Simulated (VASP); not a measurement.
# TiO₂, equation of state: which settings are enough?

TiO₂, R-3m (no. 166), 3 atoms in the cell. PBE; PAW potentials Ti_sv, O (PBE set). VASP 6.6.1.

Wanted: equilibrium volume within 0.2 %; bulk modulus within 1 %.

What the run is for: equation of state; Accuracy asked: standard.

The series start from Plane-wave cutoff (eV): 520; k-point mesh: 9 × 9 × 9; Volumes: 5 from 0.92 to 1.08; Precision mode (PREC): Accurate; Electronic threshold (eV): 1e-6; Aspherical gradient terms in the spheres (LASPH): yes; Start of each volume: each volume from scratch. Each series keeps the choices made before it, and each single choice may use up half of a tolerance. Times cover all steps of a run.

## Plane-wave cutoff (eV)

| Plane-wave cutoff (eV) | Equilibrium volume (Å³/atom) | Bulk modulus (GPa) | Time (s) |
|---|---|---|---|
| 320 | 17.89 | 131.5 | 130 |
| 400 | 18.04 | 125.3 | 152 |
| 460 | 18.05 | 125.9 | 222 |
| 520 | 18.05 | 125.9 | 314 |
| 600 | 18.05 | 125.9 | 218 |
| 700 | 18.04 | 125.8 | 284 |
| 840 (reference) | 18.04 | 125.8 | 435 |

## k-point mesh

| k-point mesh | Equilibrium volume (Å³/atom) | Bulk modulus (GPa) | Time (s) |
|---|---|---|---|
| 3 × 3 × 3 | 18.07 | 130.8 | 26 |
| 4 × 4 × 4 | 18.05 | 127.9 | 47 |
| 5 × 5 × 5 | 18.05 | 125.6 | 54 |
| 6 × 6 × 6 | 18.05 | 126.3 | 62 |
| 7 × 7 × 7 | 18.05 | 125.7 | 76 |
| 9 × 9 × 9 | 18.04 | 125.3 | 152 |
| 11 × 11 × 11 | 18.05 | 125.1 | 158 |
| 13 × 13 × 13 (reference) | 18.04 | 125.4 | 284 |

## Volumes

| Volumes | Equilibrium volume (Å³/atom) | Bulk modulus (GPa) | Time (s) |
|---|---|---|---|
| 5 from 0.88 to 1.12 | 18.04 | 125.2 | 80 |
| 5 from 0.92 to 1.08 | 18.05 | 125.7 | 76 |
| 7 from 0.91 to 1.09 (reference) | 18.04 | 125.4 | 97 |

## Precision mode (PREC)

| Precision mode (PREC) | Equilibrium volume (Å³/atom) | Bulk modulus (GPa) | Time (s) |
|---|---|---|---|
| SingleN | 18.1 | 130.7 | 23 |
| Normal | 18.05 | 125.9 | 31 |
| Accurate (reference) | 18.04 | 125.2 | 80 |

## Electronic threshold (eV)

| Electronic threshold (eV) | Equilibrium volume (Å³/atom) | Bulk modulus (GPa) | Time (s) |
|---|---|---|---|
| 0.001 | 18.04 | 125.3 | 53 |
| 0.0001 | 18.04 | 125.2 | 67 |
| 1e-5 | 18.04 | 125.2 | 65 |
| 1e-6 | 18.04 | 125.2 | 80 |
| 1e-7 (reference) | 18.04 | 125.2 | 79 |

## Aspherical gradient terms in the spheres (LASPH)

| Aspherical gradient terms in the spheres (LASPH) | Equilibrium volume (Å³/atom) | Bulk modulus (GPa) | Time (s) |
|---|---|---|---|
| yes | 18.04 | 125.3 | 53 |
| no | 18.04 | 125.3 | 50 |

## Start of each volume

| Start of each volume | Equilibrium volume (Å³/atom) | Bulk modulus (GPa) | Time (s) |
|---|---|---|---|
| each volume from scratch | 18.04 | 125.3 | 53 |
| orbitals of the volume before (WAVECAR) | 18.04 | 125.1 | 41 |

## Question

The rows run from the loosest to the tightest (no order: aspherical gradient terms in the spheres, start of each volume). For each series: choose the loosest value from which every tighter one stays within half of the tolerance; where there is no order, keep the first row unless others stay within half of the tolerance and take at least 30 % less time, and then take the fastest.

## Answer

- Plane-wave cutoff (eV): 400
- k-point mesh: 7 × 7 × 7
- Volumes: 5 from 0.88 to 1.12
- Precision mode (PREC): Accurate, the last of the list; the one before it is off by more than half of the tolerance
- Electronic threshold (eV): 0.001
- Aspherical gradient terms in the spheres (LASPH): yes
- Start of each volume: each volume from scratch

## All choices together

| Input | Equilibrium volume (Å³/atom) | Bulk modulus (GPa) | Time (s) |
|---|---|---|---|
| the program's defaults (naive) | 18.07 | 124.1 | 26 |
| chosen settings | 18.04 | 125.3 | 53 |
| reference settings throughout | 18.04 | 125.8 | 1566 |

The tolerance is met.

## The input

INCAR:
```
ALGO = Normal ; EDIFF = 0.001
EFERMI = MIDGAP ; ENCUT = 400
GGA = PE ; GGA_COMPAT = F
ISIF = 2 ; ISMEAR = 0
KPAR = 8 ; LASPH = T
LCHARG = F ; LREAL = F
LWAVE = F ; NELM = 120
NSW = 0 ; PREC = Accurate
SIGMA = 0.03
```

KPOINTS:
```
Automatic mesh
0
Gamma
  7 7 7
  0 0 0
```

POSCAR.step1:
```
TiO2
1.0
    1.4348684903      0.8284217091      6.6903020893
   -1.4348684903      0.8284217091      6.6903020893
    0.0000000000     -1.6568434182      6.6903020893
Ti O
1 2
Direct
    0.0000000000      0.0000000000      0.0000000000
    0.3795330000      0.3795330000      0.3795330000
    0.6204670000      0.6204670000      0.6204670000
```

POSCAR.step2:
```
TiO2
1.0
    1.4667648451      0.8468370781      6.8390239066
   -1.4667648451      0.8468370781      6.8390239066
    0.0000000000     -1.6936741564      6.8390239066
Ti O
1 2
Direct
    0.0000000000      0.0000000000      0.0000000000
    0.3795330000      0.3795330000      0.3795330000
    0.6204670000      0.6204670000      0.6204670000
```

POSCAR.step3:
```
TiO2
1.0
    1.4973312015      0.8644845722      6.9815443949
   -1.4973312015      0.8644845722      6.9815443949
    0.0000000000     -1.7289691445      6.9815443949
Ti O
1 2
Direct
    0.0000000000      0.0000000000      0.0000000000
    0.3795330000      0.3795330000      0.3795330000
    0.6204670000      0.6204670000      0.6204670000
```

POSCAR.step4:
```
TiO2
1.0
    1.5266980925      0.8814395546      7.1184721853
   -1.5266980925      0.8814395546      7.1184721853
    0.0000000000     -1.7628791093      7.1184721853
Ti O
1 2
Direct
    0.0000000000      0.0000000000      0.0000000000
    0.3795330000      0.3795330000      0.3795330000
    0.6204670000      0.6204670000      0.6204670000
```

POSCAR.step5:
```
TiO2
1.0
    1.5549766865      0.8977662085      7.2503256185
   -1.5549766865      0.8977662085      7.2503256185
    0.0000000000     -1.7955324170      7.2503256185
Ti O
1 2
Direct
    0.0000000000      0.0000000000      0.0000000000
    0.3795330000      0.3795330000      0.3795330000
    0.6204670000      0.6204670000      0.6204670000
```

Commands (each step's output is kept before the next begins):
```
cat potpaw_PBE.64/Ti_sv/POTCAR potpaw_PBE.64/O/POTCAR > POTCAR
cp POSCAR.step1 POSCAR
mpirun -np 8 vasp_std > vasp.out
cp POSCAR.step2 POSCAR
mpirun -np 8 vasp_std > vasp.out
cp POSCAR.step3 POSCAR
mpirun -np 8 vasp_std > vasp.out
cp POSCAR.step4 POSCAR
mpirun -np 8 vasp_std > vasp.out
cp POSCAR.step5 POSCAR
mpirun -np 8 vasp_std > vasp.out
```

Limits: Every volume keeps the cell's shape and the atoms' fractional positions, so the modulus is that of a clamped cell, stiffer than the relaxed one, above all in layered crystals.

The chosen input took VASP 6.6.1 53 s on 8 cores (Intel Xeon 6975P-C (Granite Rapids)), a shared host.

## An input that fails: cutoff far too low

It runs to its end, but against the unchanged starting input it is off by 1.2 % in the equilibrium volume, 9.7 % in the bulk modulus.

Changes against the starting input:
```
(all steps)
- PREC = Accurate
- NELM = 120
- ENCUT = 520
+ PREC = Low
+ NELM = 50
+ ENCUT = 240
```
